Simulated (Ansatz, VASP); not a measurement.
## SnO2: VASP beside Ansatz

The input INCAR:

```
SYSTEM = SnO2
PREC = Accurate ; ENCUT = 520
EDIFF = 1E-6 ; ISMEAR = 0
SIGMA = 0.1 ; LREAL = .FALSE.
LASPH = .TRUE. ; NELM = 100
ALGO = Normal ; ISIF = 2
LWAVE = .FALSE. ; LCHARG = .FALSE.
GGA = PE ; NBANDS = 35
```

File KPOINTS:

```
regular mesh
0
G
  4 4 6
  0 0 0
```

Contents of POSCAR:

```
SnO2
1.0
    4.7648181900      0.0000000000      0.0000000000
    0.0000000000      4.7648181900      0.0000000000
    0.0000000000      0.0000000000      3.2074997400
Sn O
2 4
Direct
    0.5000000000      0.5000000000      0.5000000000
    0.0000000000      0.0000000000      0.0000000000
    0.1940277100      0.8059722800      0.5000000000
    0.8059722800      0.1940277100      0.5000000000
    0.3059723100      0.3059723100      0.0000000000
    0.6940277200      0.6940277200      0.0000000000
```

Input for Ansatz:

```yaml
crystal:
  lattice:
    - [4.76481819, 0.0, 0.0]
    - [0.0, 4.76481819, 0.0]
    - [0.0, 0.0, 3.20749974]
  atoms:
    - { symbol: Sn, position: [0.5, 0.5, 0.5] }
    - { symbol: Sn, position: [0.0, 0.0, 0.0] }
    - { symbol: O, position: [0.19402771, 0.80597228, 0.5] }
    - { symbol: O, position: [0.80597228, 0.19402771, 0.5] }
    - { symbol: O, position: [0.30597231, 0.30597231, 0.0] }
    - { symbol: O, position: [0.69402772, 0.69402772, 0.0] }
basis:
  ecutwfc: 420
kpoints:
  mp_grid: { grid: [4, 4, 6] }
hamiltonian:
  xc: pbe
scf:
  occupations: { method: gaussian, width: 0.1 }
  lower_state_search: "off"
output:
  forces: true
  stress: true
  eigenvalues: true
```

Alike in both runs: task single point; functional PBE; k mesh 4 × 4 × 6; occupations gaussian, width 0.1 eV; no spin polarisation.

|  | VASP | Ansatz |
| --- | --- | --- |
| version | VASP 6.6.1 | Ansatz 0.2.0 |
| potentials or method | VASP PAW PBE potentials, release 64 (Sn_d, O) | scalar-relativistic, plane waves, PAW |
| plane-wave cutoff (eV) | 520 | 420 |
| valence electrons in the cell | 52 | 52 |

```csv
,VASP,Ansatz,Ansatz less VASP
gap on the k mesh at the Fermi level (eV),1.04,1.05,+0.010
least direct gap on the mesh (eV),1.04,1.05,+0.010
pressure (GPa),7.4,6.8,-0.69
largest component of the traceless stress (GPa),0.96,0.75,-0.208
rms of the force components (eV/Å),0.019,0.012,-0.0074
```

Atom by atom the forces differ by 0.007 eV/Å (rms over components).

Caveats: spin-orbit coupling is left out, which moves the levels of the heavy elements.
